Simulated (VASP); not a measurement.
# Settings for AgCl: energy difference of two geometries

AgCl, Fm-3m (no. 225), 2 atoms in the cell. RPBE, energy difference of two geometries; PAW potentials Ag, Cl (PBE set). VASP 6.6.1.

Wanted: energy difference within 0.5 meV/atom.

What the run is for: energy difference; Accuracy asked: standard; Second geometry: volume scaled by 1.06.

The series start from Plane-wave cutoff (eV): 340; k-point mesh: 7 × 7 × 7; Precision mode (PREC): Accurate; Electronic threshold (eV): 1e-6; Aspherical gradient terms in the spheres (LASPH): yes; Electronic algorithm: ALGO=Normal. Each series keeps the choices made before it, and each single choice may use up half of a tolerance. Times cover all steps of a run.

## Plane-wave cutoff (eV)

| Plane-wave cutoff (eV) | Energy difference (meV/atom) | Time (s) |
|---|---|---|
| 210 | -50.87 | 4.1 |
| 260 | -42.15 | 5.1 |
| 300 | -41.48 | 6.0 |
| 340 | -41.40 | 5.9 |
| 390 | -41.23 | 8.8 |
| 460 | -41.29 | 8.8 |
| 550 | -41.31 | 11 |
| 690 (reference) | -41.30 | 17 |

## k-point mesh

| k-point mesh | Energy difference (meV/atom) | Time (s) |
|---|---|---|
| 2 × 2 × 2 | -88.02 | 3.1 |
| 3 × 3 × 3 | -44.94 | 3.4 |
| 4 × 4 × 4 | -42.95 | 4.0 |
| 5 × 5 × 5 | -41.91 | 4.4 |
| 6 × 6 × 6 | -41.65 | 5.3 |
| 7 × 7 × 7 | -41.48 | 6.0 |
| 9 × 9 × 9 | -41.70 | 8.5 |
| 11 × 11 × 11 | -41.60 | 12 |
| 14 × 14 × 14 (reference) | -41.60 | 20 |

## Precision mode (PREC)

| Precision mode (PREC) | Energy difference (meV/atom) | Time (s) |
|---|---|---|
| SingleN | -31.14 | 3.5 |
| Normal | -40.24 | 3.6 |
| Single | -41.99 | 4.9 |
| Accurate (reference) | -41.65 | 5.3 |

## Electronic threshold (eV)

| Electronic threshold (eV) | Energy difference (meV/atom) | Time (s) |
|---|---|---|
| 0.001 | -41.61 | 4.0 |
| 0.0001 | -41.65 | 5.0 |
| 1e-5 | -41.65 | 5.3 |
| 1e-6 | -41.65 | 5.3 |
| 1e-7 | -41.65 | 5.7 |
| 1e-8 (reference) | -41.65 | 6.3 |

## Aspherical gradient terms in the spheres (LASPH)

| Aspherical gradient terms in the spheres (LASPH) | Energy difference (meV/atom) | Time (s) |
|---|---|---|
| yes | -41.61 | 4.0 |
| no | -41.61 | 3.2 |

## Electronic algorithm

| Electronic algorithm | Energy difference (meV/atom) | Time (s) |
|---|---|---|
| ALGO=Normal | -41.61 | 4.0 |
| ALGO=Fast | -41.56 | 3.8 |
| ALGO=VeryFast | -41.63 | 5.7 |
| ALGO=All ISEARCH=1 | -41.64 | 5.2 |
| ALGO=All ISEARCH=0 | -41.64 | 5.2 |
| ALGO=Damped TIME=0.4 | -41.61 | 5.2 |
| ALGO=Damped TIME=0.1 | -41.59 | 6.6 |

## Question

The rows run from the loosest to the tightest (no order: aspherical gradient terms in the spheres, electronic algorithm). For each series: choose the loosest value from which every tighter one stays within half of the tolerance; where there is no order, keep the first row unless others stay within half of the tolerance and take at least 30 % less time, and then take the fastest.

## Answer

- Plane-wave cutoff (eV): 300
- k-point mesh: 6 × 6 × 6
- Precision mode (PREC): Accurate, the last of the list; the one before it is off by more than half of the tolerance
- Electronic threshold (eV): 0.001
- Aspherical gradient terms in the spheres (LASPH): yes
- Electronic algorithm: ALGO=Normal

## All choices together

| Input | Energy difference (meV/atom) | Time (s) |
|---|---|---|
| the program's defaults (naive) | -44.62 | 1.6 |
| chosen settings | -41.61 | 4.0 |
| reference settings throughout | -41.29 | 81 |

The tolerance is met.

## The input

INCAR:
```
SYSTEM = AgCl
  ALGO = Normal
  EDIFF = 0.001
  EFERMI = MIDGAP
  ENCUT = 300
  GGA = RP
  GGA_COMPAT = .FALSE.
  ISIF = 2
  ISMEAR = 0
  LASPH = .TRUE.
  LCHARG = .FALSE.
  LREAL = .FALSE.
  LWAVE = .FALSE.
  NELM = 120
  PREC = Accurate
  SIGMA = 0.03
```

KPOINTS:
```
Automatic mesh
0
Gamma
  6 6 6
  0 0 0
```

POSCAR.step1:
```
AgCl
1.0
    0.0000000000      2.7350000000      2.7350000000
    2.7350000000      0.0000000000      2.7350000000
    2.7350000000      2.7350000000      0.0000000000
Ag Cl
1 1
Direct
    0.0000000000      0.0000000000      0.0000000000
    0.5000000000      0.5000000000      0.5000000000
```

POSCAR.step2:
```
AgCl
1.0
    0.0000000000      2.7886410693      2.7886410693
    2.7886410693      0.0000000000      2.7886410693
    2.7886410693      2.7886410693      0.0000000000
Ag Cl
1 1
Direct
    0.0000000000      0.0000000000      0.0000000000
    0.5000000000      0.5000000000      0.5000000000
```

Commands (each step's output is kept before the next begins):
```
cat potpaw_PBE.64/Ag/POTCAR potpaw_PBE.64/Cl/POTCAR > POTCAR
cp POSCAR.step1 POSCAR
mpirun -np 1 vasp_std > vasp.out
cp POSCAR.step2 POSCAR
mpirun -np 1 vasp_std > vasp.out
```

The chosen input took VASP 6.6.1 4.0 s on 1 core (AMD EPYC 9R45 (Zen 5)), a shared host.

## An input that fails: too few bands

VASP's message: The number of bands is not sufficient to hold all electrons. I am sorry, but this calculation does not make sense. If you want to calculate only selected states, you need to set either EFERMI or EREF. EREF specifies around which energy states are supposed to be calculated. I found NBANDS = 8, NELECT = ….

Changes against the starting input:
```
- NELM = 120
+ NELM = 82
+ NBANDS = 8
```
